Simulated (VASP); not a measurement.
Write the native input for VASP 6.6.1 that does the following.

```
Task                   : single point
Functional             : BLYP
Potentials or basis    : VASP PAW PBE potentials, release 64 (Pb_d)
Cutoff                 : 520 eV
k mesh                 : 15 × 15 × 15
Occupations            : fermi-dirac, width 0.1 eV
Spin                   : no spin polarisation
Dipole correction      : no
Further INCAR settings : ALGO = Fast; EDIFF = 1e-06; NBANDS = 13
```

The structure of Pb lies in POSCAR:

```
Pb
1.0
    3.4735239256      0.0000000000      0.0000000000
    0.0000000000      3.4735239256      0.0000000000
    0.0000000000      0.0000000000      3.4735239256
Pb
1
Direct
    0.0000000000      0.0000000000      0.0000000000
```

This isn't the form of Pb at room conditions, which is fcc.

These files were run (other wordings do the same):

INCAR

```
SYSTEM = Pb
PREC = Accurate
ENCUT = 520
EDIFF = 1E-6
ISMEAR = -1
SIGMA = 0.1
LREAL = .False.
LASPH = .True.
NELM = 100
ALGO = Fast
ISIF = 2
LWAVE = .False.
LCHARG = .False.
GGA = B5
ALDAX = 1.0
AGGAX = 1.0
AGGAC = 1.0
ALDAC = 0.0
NBANDS = 13
```

KPOINTS

```
regular mesh
0
Gamma
  15 15 15
  0 0 0
```

Potentials or basis: VASP PAW PBE potentials, release 64 (Pb_d).

Run with:

```sh
$ cat potpaw_PBE.64/Pb_d/POTCAR > POTCAR
$ mpirun -np 1 vasp_std > vasp.out
```

It gave:

| Property | Result |
| --- | --- |
| Pressure | -2.3 GPa |
| Band gap on the k mesh | none (metal or under the smearing width) |

Caveat: the PAW data sets were made with another functional, which shifts forces and pressure a little.

Run time: 29 s on 1 thread of Intel(R) Xeon(R) Platinum 8559C (Emerald Rapids), on a shared host, peak memory 0.19 GiB.
